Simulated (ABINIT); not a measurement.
# AlNi (Cmmm) in ABINIT: reference runs

How does AlNi come out in PBEsol? The cell is run as given.

Program: ABINIT 10.8.3 (patched build). These are calculated values, not measurements. Logs are shortened: lines on timing, memory, paths and dates and some standing lists are left out, and cuts for length are marked. The log counts tension as positive stress, the text compression.

## Step 1: The crystal as given

It takes space group Cmmm (No. 65, orthorhombic). Conventional cell: a = 3.877 Å, b = 3.906 Å, c = 3.099 Å, α = 90.00°, β = 90.00°, γ = 90.00°. Ni (site symmetry mmm) is surrounded by 8 Al at 2.48 to 2.49 Å and 4 Ni at 2.75 Å. Al (site symmetry mmm) has 8 Ni at 2.48 to 2.49 Å and 4 Al at 2.75 Å as nearest neighbours.

The cell comes from a database or a generator and needn't be the stable form of this composition.

## Step 2: Single point, PBEsol, collinear spin, ferromagnetic start

Input file run.abi:

```
# Pseudopotentials
pp_dirpath "./"
pseudos "Ni.GGA_PBE-JTH.xml, Al.GGA_PBE-JTH.xml"

# Structure
acell 3*1.0 Angstrom
rprim
     1.9386940000    -1.9531901500     0.0000000000
     1.9386940000     1.9531901500     0.0000000000
     0.0000000000     0.0000000000     3.0994300413
ntypat 2
znucl 28 13
natom 2
typat 1 2
xred
     0.5000000000     0.5000000000     0.5000000000
     0.0000000000     0.0000000000     0.0000000000
chkprim 0
chksymtnons 0
tolsym 1.0e-6

# Plane-wave basis
ecut 1115.666836 eV
pawecutdg 63.0
pawxcdev 0

# k points
kptopt 1
ngkpt 10 10 9
nshiftk 1
shiftk 0.0 0.0 0.0

# Exchange and correlation
ixc -116133

# Bands and occupations
nband 15
occopt 3
tsmear 0.05 eV

# Spin
nsppol 2
spinat
     0.0000000000     0.0000000000     1.0000000000
     0.0000000000     0.0000000000     0.0000000000

# SCF cycle
nstep 100
tolvrs 1.0e-9

# Output
iomode 3
prtwf 0
prtden 0
prteig 0
prtebands 0
enunit 2
```

Potentials or basis: JTH PAW PBE v2.0.

Launch:

```bash
$ abinit run.abi > log 2>&1
```

run.abo:

```text
.Version 10.8.3 of ABINIT
 Symmetries : space group Cm m m (# 65); Bravais oC (1-face-center ortho.)
================================================================================
 Values of the parameters that define the memory need of the present run
     intxc =       0    ionmov =       0      iscf =      17    lmnmax =      18
     lnmax =       6     mgfft =      36  mpssoang =       3    mqgrid =    3001
     natom =       2  nloc_mem =       2    nspden =       2   nspinor =       1
    nsppol =       2      nsym =       8    n1xccc =       1    ntypat =       2
    occopt =       3   xclevel =       2
       mpw =        2019          nfft =       32400          nkpt =         155
 PAW method is used; the additional fine FFT grid is defined by:
   mgfftf=        45    nfftf =     72000
================================================================================
================================================================================

--------------------------------------------------------------------------------
------------- Echo of variables that govern the present computation ------------
--------------------------------------------------------------------------------
 -outvars: echo values of preprocessed input variables --------
            acell      1.8897261259E+00  1.8897261259E+00  1.8897261259E+00 Bohr
              amu      5.86900000E+01  2.69815390E+01
          chkprim           0
      chksymtnons           0
             ecut      4.10000000E+01 Hartree
           enunit           2
                       outvar_i_n : Printing only first  50 k-points.
              ixc     -116133
                       outvar_i_n : Printing only first  50 k-points.
         kptrlatt       10    0    0      0   10    0      0    0    9
          kptrlen      5.20052018E+01
            natom           2
            nband          15
            ngfft          30      30      36
          ngfftdg          40      40      45
             nkpt         155
           nspden           2
           nsppol           2
            nstep         100
             nsym           8
           ntypat           2
                       prtocc : prtvol=0, do not print more k-points.
                       1.000000  1.000000  1.000000  1.000000  1.000000  1.000000
                       1.000000  1.000000  1.000000  1.000000  1.000000  0.000000
                       0.000000  0.000000  0.000000
                       1.000000  1.000000  1.000000  1.000000  1.000000  1.000000
                       1.000000  1.000000  1.000000  1.000000  1.000000  0.000000
                       0.000000  0.000000  0.000000
                       1.000000  1.000000  1.000000  1.000000  1.000000  1.000000
                       1.000000  1.000000  1.000000  1.000000  1.000000  0.000000
                       0.000000  0.000000  0.000000
                       1.000000  1.000000  1.000000  1.000000  1.000000  1.000000
                       1.000000  1.000000  1.000000  1.000000  1.000000  0.000000
                       0.000000  0.000000  0.000000
                       1.000000  1.000000  1.000000  1.000000  1.000000  1.000000
                       1.000000  1.000000  1.000000  1.000000  1.000000  0.000000
                       0.000000  0.000000  0.000000
                       1.000000  1.000000  1.000000  1.000000  1.000000  1.000000
                       1.000000  1.000000  1.000000  1.000000  1.000000  0.000000
[... 118 lines left out ...]
                       1.000000  1.000000  1.000000  1.000000  1.000000  1.000000
                       1.000000  1.000000  1.000000  1.000000  1.000000  0.000000
                       0.000000  0.000000  0.000000
                       1.000000  1.000000  1.000000  1.000000  1.000000  1.000000
                       1.000000  1.000000  1.000000  1.000000  1.000000  0.000000
                       0.000000  0.000000  0.000000
                       1.000000  1.000000  1.000000  1.000000  1.000000  1.000000
                       1.000000  1.000000  1.000000  1.000000  1.000000  0.000000
                       0.000000  0.000000  0.000000
                       1.000000  1.000000  1.000000  1.000000  1.000000  1.000000
                       1.000000  1.000000  1.000000  1.000000  1.000000  0.000000
                       0.000000  0.000000  0.000000
                       1.000000  1.000000  1.000000  1.000000  1.000000  1.000000
                       1.000000  1.000000  1.000000  1.000000  1.000000  0.000000
                       0.000000  0.000000  0.000000
                       prtocc : prtvol=0, do not print more k-points.
           occopt           3
        pawecutdg      6.30000000E+01 Hartree
         pawxcdev           0
           prtden           0
        prtebands           0
           prteig           0
            prtwf           0
            rprim      1.9386940000E+00 -1.9531901500E+00  0.0000000000E+00
                       1.9386940000E+00  1.9531901500E+00  0.0000000000E+00
                       0.0000000000E+00  0.0000000000E+00  3.0994300413E+00
          spgroup          65
           spinat      0.0000000000E+00  0.0000000000E+00  1.0000000000E+00
                       0.0000000000E+00  0.0000000000E+00  0.0000000000E+00
           tolsym      1.00000000E-06
           tolvrs      1.00000000E-09
           tsmear      1.83746611E-03 Hartree
            typat      1  2
           useylm           1
                       outvars : Printing only first  50 k-points.
           xangst      1.9386940000E+00  1.8154221701E-17  1.5497150207E+00
                       0.0000000000E+00  0.0000000000E+00  0.0000000000E+00
            xcart      3.6636007019E+00  3.4306507044E-17  2.9285369622E+00
                       0.0000000000E+00  0.0000000000E+00  0.0000000000E+00
             xred      5.0000000000E-01  5.0000000000E-01  5.0000000000E-01
                       0.0000000000E+00  0.0000000000E+00  0.0000000000E+00
[... 98 lines left out ...]
etotal    :  -1.72920256E+02
entropy   :   0.00000000E+00
fermie    :   4.30825087E-01
cartesian_stress_tensor: # hartree/bohr^3
- [ -1.48572317E-04,   0.00000000E+00,   0.00000000E+00, ]
- [  0.00000000E+00,  -9.11870496E-05,   0.00000000E+00, ]
- [  0.00000000E+00,   0.00000000E+00,   1.21042004E-04, ]
pressure_GPa:   1.1643E+00
xred      :
- [  5.0000E-01,   5.0000E-01,   5.0000E-01, Ni]
- [  0.0000E+00,   0.0000E+00,   0.0000E+00, Al]
cartesian_forces: # hartree/bohr
- [ -0.00000000E+00,  -0.00000000E+00,  -0.00000000E+00, ]
- [ -0.00000000E+00,  -0.00000000E+00,  -0.00000000E+00, ]
force_length_stats: {min:   0.00000000E+00, max:   0.00000000E+00, mean:   0.00000000E+00, }
...

 Integrated electronic and magnetization densities in atomic spheres:
 ------------------------------------------------------------------------------------------------------------
 Radius=ratsph(iatom), smearing ratsm=  0.0000. Diff(up-dn)=approximate z local magnetic moment.
    Atom    Radius    up_density   dn_density  Total(up+dn)  Diff(up-dn)
    1 Ni   1.81432     7.960570     7.960570     15.921140     0.000000
    2 Al   1.90363     0.407450     0.407451      0.814901    -0.000000
 ------------------------------------------------------------------------------------------------------------
  Sum:                 8.368021     8.368020     16.736041     0.000000
 Total magnetization (from the atomic spheres):                0.000000
 Total magnetization (exact up - dn):                         -0.000000

================================================================================

 ----iterations are completed or convergence reached----

 Mean square residual over all n,k,spin=   39.844E-08; max=  86.213E-05
 reduced coordinates (array xred) for    2 atoms
       0.500000000000      0.500000000000      0.500000000000
       0.000000000000      0.000000000000      0.000000000000
 rms dE/dt=  0.0000E+00; max dE/dt=  0.0000E+00; dE/dt below (all hartree)
    1       0.000000000000      0.000000000000      0.000000000000
    2       0.000000000000      0.000000000000      0.000000000000

 cartesian coordinates (angstrom) at end:
    1      1.93869400000000     0.00000000000000     1.54971502065000
    2      0.00000000000000     0.00000000000000     0.00000000000000

 cartesian forces (hartree/bohr) at end:
    1     -0.00000000000000    -0.00000000000000    -0.00000000000000
    2     -0.00000000000000    -0.00000000000000    -0.00000000000000
 frms,max,avg= 0.0000000E+00 0.0000000E+00   0.000E+00  0.000E+00  0.000E+00 h/b

 cartesian forces (eV/Angstrom) at end:
    1     -0.00000000000000    -0.00000000000000    -0.00000000000000
    2     -0.00000000000000    -0.00000000000000    -0.00000000000000
 frms,max,avg= 0.0000000E+00 0.0000000E+00   0.000E+00  0.000E+00  0.000E+00 e/A
 length scales=  1.889726125908  1.889726125908  1.889726125908 bohr
              =  1.000000000000  1.000000000000  1.000000000000 angstroms
 Fermi (or HOMO) energy (hartree) =   0.43083   Average Vxc (hartree)=  -0.44153
 Magnetization (Bohr magneton)=  8.08104055E-08
 Total spin up =  1.05000000E+01   Total spin down =  1.05000000E+01
 Eigenvalues (hartree) for nkpt= 155  k points, SPIN UP:
 kpt#   1, nband= 15, wtk=  0.00111, kpt=  0.0000  0.0000  0.0000 (reduced coord)
  -3.35651   -1.90739   -1.90602   -1.90589    0.01462    0.30469    0.30994    0.37030
   0.37101    0.38180    0.53806    0.68879    0.69035    0.69535    0.75060
      occupation numbers for kpt#   1
   1.00000    1.00000    1.00000    1.00000    1.00000    1.00000    1.00000    1.00000
   1.00000    1.00000    0.00000    0.00000    0.00000    0.00000    0.00000
 prteigrs : prtvol=0 or 1, do not print more k-points.

 Eigenvalues (hartree) for nkpt= 155  k points, SPIN DOWN:
 kpt#   1, nband= 15, wtk=  0.00111, kpt=  0.0000  0.0000  0.0000 (reduced coord)
  -3.35651   -1.90739   -1.90602   -1.90589    0.01462    0.30469    0.30994    0.37030
   0.37101    0.38180    0.53806    0.68879    0.69035    0.69535    0.75060
      occupation numbers for kpt#   1
   1.00000    1.00000    1.00000    1.00000    1.00000    1.00000    1.00000    1.00000
   1.00000    1.00000    0.00000    0.00000    0.00000    0.00000    0.00000
 prteigrs : prtvol=0 or 1, do not print more k-points.

 Fermi (or HOMO) energy (eV) =  11.72335   Average Vxc (eV)= -12.01468
 Eigenvalues (   eV  ) for nkpt= 155  k points, SPIN UP:
 kpt#   1, nband= 15, wtk=  0.00111, kpt=  0.0000  0.0000  0.0000 (reduced coord)
 -91.33530  -51.90278  -51.86535  -51.86190    0.39772    8.29110    8.43386   10.07643
  10.09563   10.38943   14.64135   18.74280   18.78548   18.92139   20.42485
 prteigrs : prtvol=0 or 1, do not print more k-points.

 Eigenvalues (   eV  ) for nkpt= 155  k points, SPIN DOWN:
 kpt#   1, nband= 15, wtk=  0.00111, kpt=  0.0000  0.0000  0.0000 (reduced coord)
 -91.33530  -51.90278  -51.86535  -51.86190    0.39772    8.29110    8.43386   10.07643
  10.09563   10.38943   14.64135   18.74280   18.78548   18.92139   20.42484
 prteigrs : prtvol=0 or 1, do not print more k-points.

--- !EnergyTerms
iteration_state     : {dtset: 1, }
comment             : Components of total free energy in Hartree
kinetic             :  2.99992179666198E+01
hartree             :  5.69386589723250E+01
xc                  : -7.75362366357657E+00
Ewald energy        : -9.50234500692537E+01
psp_core            :  2.43141667103848E+00
local_psp           : -1.54309577956796E+02
PAW spherical_terms : -5.20262437720504E+00
internal            : -1.72919982456848E+02
'-kT*entropy'       : -2.72792464251934E-04
total_energy        : -1.72920255249312E+02
total_energy_eV     : -4.70539985534265E+03
...

--- !EnergyTermsDC
iteration_state     : {dtset: 1, }
comment             : '"Double-counting" decomposition of free energy'
band_energy         : -1.40893140169526E+01
Ewald energy        : -9.50234500692537E+01
psp_core            :  2.43141667103848E+00
xc_dc               : -5.48451919625654E+01
PAW spherical_terms : -1.13934435163595E+01
internal            : -1.72919982894093E+02
'-kT*entropy'       : -2.72792464251934E-04
total_energy_dc     : -1.72920255686557E+02
total_energy_dc_eV  : -4.70539986724069E+03
...

--- !EnergyTermsWithPAWCore
iteration_state     : {dtset: 1, }
comment             : 'Components of total free energy, including PAW core contributions'
Total energy        : -1.76191340738332E+03
Total energy DC     : -1.76191340782057E+03
Total energy (eV)   : -4.79441062602800E+04
Total energy DC (eV): -4.79441062721780E+04
...

 Cartesian components of stress tensor (hartree/bohr^3)
  sigma(1 1)= -1.48572317E-04  sigma(3 2)=  0.00000000E+00
  sigma(2 2)= -9.11870496E-05  sigma(3 1)=  0.00000000E+00
  sigma(3 3)=  1.21042004E-04  sigma(2 1)=  0.00000000E+00

-Cartesian components of stress tensor (GPa)         [Pressure=  1.1643E+00 GPa]
- sigma(1 1)= -4.37114848E+00  sigma(3 2)=  0.00000000E+00
- sigma(2 2)= -2.68281562E+00  sigma(3 1)=  0.00000000E+00
- sigma(3 3)=  3.56117870E+00  sigma(2 1)=  0.00000000E+00

== END DATASET(S) ==============================================================
================================================================================

 -outvars: echo values of variables after computation  --------
            acell      1.8897261259E+00  1.8897261259E+00  1.8897261259E+00 Bohr
           etotal     -1.7292025569E+02
            fcart     -0.0000000000E+00 -0.0000000000E+00 -0.0000000000E+00
                      -0.0000000000E+00 -0.0000000000E+00 -0.0000000000E+00
            rprim      1.9386940000E+00 -1.9531901500E+00  0.0000000000E+00
                       1.9386940000E+00  1.9531901500E+00  0.0000000000E+00
                       0.0000000000E+00  0.0000000000E+00  3.0994300413E+00
           strten     -1.4857231700E-04 -9.1187049596E-05  1.2104200383E-04
                       0.0000000000E+00  0.0000000000E+00  0.0000000000E+00
           xangst      1.9386940000E+00  1.8154221701E-17  1.5497150207E+00
                       0.0000000000E+00  0.0000000000E+00  0.0000000000E+00
             xred      5.0000000000E-01  5.0000000000E-01  5.0000000000E-01
                       0.0000000000E+00  0.0000000000E+00  0.0000000000E+00
 Calculation completed.
```

It took 5.6 min on 1 thread of Arm Neoverse V1, shared host; peak memory 0.35 GiB.

Results:

- Free energy: -4705.3999 eV
- Pressure: 1.2 GPa
- Band gap on the k mesh: none (metal or under the smearing width)
- Net moment: 0.00 μB per cell
- Valence electrons inside the program's atomic spheres: Ni 15.92; Al 0.81

Stress tensor (GPa, compression positive):
```
 4.37  0.00  0.00
 0.00  2.68  0.00
 0.00  0.00 -3.56
```

Caveat: small starting moments can end in a higher magnetic state in this program; the PAW data sets were made with another functional, which shifts forces and pressure a little.
